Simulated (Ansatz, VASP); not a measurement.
# One calculation of NaCl, two programs

```
CELL_PARAMETERS angstrom
0.00000 2.73986 2.73986
2.73986 0.00000 2.73986
2.73986 2.73986 0.00000
ATOMIC_POSITIONS crystal
Na 0.00000 0.00000 0.00000
Cl 0.50000 0.50000 0.50000
```

Alike in both runs: functional PBEsol; k mesh 8 × 8 × 8; no spin polarisation.

Ansatz relaxed the structure, and its values are those at the end. VASP's run is a single point on that final structure, the one shown.

```csv
,VASP,Ansatz
version,VASP 6.6.1,Ansatz 0.2.0
potentials or method,"VASP PAW PBE potentials, release 64 (Na_pv, Cl)","PAW with Ansatz's default frozen-core files, scalar-relativistic"
plane-wave cutoff (eV),520,420
occupations,"gaussian, width 0.01 eV",fixed
valence electrons in the cell,14,16
```

|  | VASP | Ansatz | Ansatz less VASP |
| --- | --- | --- | --- |
| pressure (GPa) | 2.0 | 2.0 | -0.04 |

The two sets of potentials don't hold the same shells in valence.

Caveats: the PAW data sets were made with another functional, which shifts forces and pressure a little (VASP).
